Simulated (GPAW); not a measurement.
A calculation with GPAW 26.7.0 of TiB2 (cli, structure from a P1 CIF):

TiB2.cif

```cif
data_TiB2
_cell_length_a 3.02920000
_cell_length_b 3.02920000
_cell_length_c 3.22840000
_cell_angle_alpha 90.00000000
_cell_angle_beta 90.00000000
_cell_angle_gamma 120.00000000
_space_group_name_H-M_alt 'P1'
_space_group_name_Hall 'P 1'
_space_group_IT_number 1
loop_
_space_group_symop_operation_xyz
'x,y,z'
loop_
_atom_site_label
_atom_site_type_symbol
_atom_site_symmetry_multiplicity
_atom_site_Wyckoff_symbol
_atom_site_fract_x
_atom_site_fract_y
_atom_site_fract_z
_atom_site_occupancy
Ti1 Ti 1 a 0.0000000000 0.0000000000 0.0000000000 1
B1 B 1 a 0.6666666667 0.3333333333 0.5000000000 1
B2 B 1 a 0.3333333333 0.6666666667 0.5000000000 1
```

Potentials or basis: GPAW PAW data sets (gpaw-data 1.2.1), pw.

Launch:

```sh
$ OMP_NUM_THREADS=1 gpaw run TiB2.cif -p 'mode=PW(800),xc=PBE,kpts={size:(10,10,8),gamma:True},occupations={name:fermi-dirac,width:0.05},nbands=20,convergence={density:1e-05,energy:1e-05},maxiter=150,txt=gpaw.txt' --properties efs -w gs.gpw
```

Write the same calculation in another form: ASE script, structure typed inline.

As run:

The input run.py:

```python
from ase import Atoms
from ase.dft.bandgap import bandgap
from ase.io import write
from ase.units import Bohr, GPa
from gpaw import GPAW, PW
from gpaw.elf import elf_from_dft_calculation

atoms = Atoms(['Ti', 'B', 'B'],
              cell=[[3.0292, 0.0, 0.0],
                    [-1.5146, 2.6233641531, 0.0],
                    [0.0, 0.0, 3.2284]],
              scaled_positions=[[0.0, 0.0, 0.0],
                                [0.6666666667, 0.3333333333, 0.5],
                                [0.3333333333, 0.6666666667, 0.5]],
              pbc=True)

calc = GPAW(mode=PW(800),
            xc='PBE',
            kpts={'size': (10, 10, 8), 'gamma': True},
            occupations={'name': 'fermi-dirac', 'width': 0.05},
            nbands=20,
            convergence={'density': 1e-05, 'energy': 1e-05},
            maxiter=150,
            txt='gpaw.txt')
atoms.calc = calc
energy = atoms.get_potential_energy()
forces = atoms.get_forces()
stress = atoms.get_stress()
calc.write('gs.gpw')
write('result.traj', atoms)
print(f'Energy: {energy:.6f} eV')
print('Forces (eV/A):')
print(forces.round(4))
print('Stress (GPa):', (stress / GPa).round(3))
print('Fermi level:', round(calc.get_fermi_level(), 4), 'eV')
print(f'Gap: {bandgap(calc)[0]:.4f} eV, direct: {bandgap(calc, direct=True)[0]:.4f} eV')

# fields on the real-space grid
write('density.cube', atoms, data=calc.get_pseudo_density() * Bohr**3)
write('potential.cube', atoms, data=calc.get_electrostatic_potential())
write('elf.cube', atoms, data=elf_from_dft_calculation(calc).data)
```

Potentials or basis: GPAW PAW data sets (gpaw-data 1.2.1), pw.

Run with:

```console
$ OMP_NUM_THREADS=1 python run.py
```

Both were run:

|  | cli, structure from a P1 CIF | ASE script, structure typed inline |
| --- | --- | --- |
| Pressure | 0.7 GPa | 0.7 GPa |
| Band gap on the k mesh | none (metal or under the smearing width) | none (metal or under the smearing width) |

Keys that steer only the numerical path or the files written may differ.
